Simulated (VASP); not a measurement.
Wanted: the native input for a VASP 6.6.1 run.

- Task: single point
- Functional: PBEsol
- Potentials or basis: VASP PAW PBE potentials, release 64 (Si)
- Cutoff: 520 eV
- k mesh: 12 × 12 × 12
- Occupations: gaussian, width 0.02 eV
- Spin: no spin polarisation
- Dipole correction: no
- Further INCAR settings: ALGO = Fast; EDIFF = 1e-07; NBANDS = 11

The structure of Si lies in POSCAR:

```
Si
1.0
    0.0000000000      2.7168139163      2.7168139163
    2.7168139163      0.0000000000      2.7168139163
    2.7168139163      2.7168139163      0.0000000000
Si
2
Direct
    0.0000000000      0.0000000000      0.0000000000
    0.2500000000      0.2500000000      0.2500000000
```

The cell was built by a generator and needn't be a form met in nature.

One way to write it, as run:

INCAR

```
PREC = Accurate
ENCUT = 520
EDIFF = 1E-7
ISMEAR = 0
SIGMA = 0.02
LREAL = F
LASPH = T
NELM = 100
ALGO = Fast
ISIF = 2
LWAVE = F
LCHARG = F
GGA = PS
NBANDS = 11
```

KPOINTS

```
Automatic mesh
0
Gamma
  12 12 12
```

Potentials or basis: VASP PAW PBE potentials, release 64 (Si).

Command:

```console
$ cat potpaw_PBE.64/Si/POTCAR > POTCAR
$ mpirun -np 1 vasp_std > vasp.out
```

It gave:

```yaml
Pressure: 0.1 GPa
Band_gap_on_the_k_mesh: 0.46 eV, indirect (least direct gap 2.52 eV)
```

Caveat: the PAW data sets were made with another functional, which shifts forces and pressure a little.

Run time: 24 s on 1 thread of Intel(R) Xeon(R) Platinum 8559C (Emerald Rapids), on a shared host, peak memory 0.16 GiB.
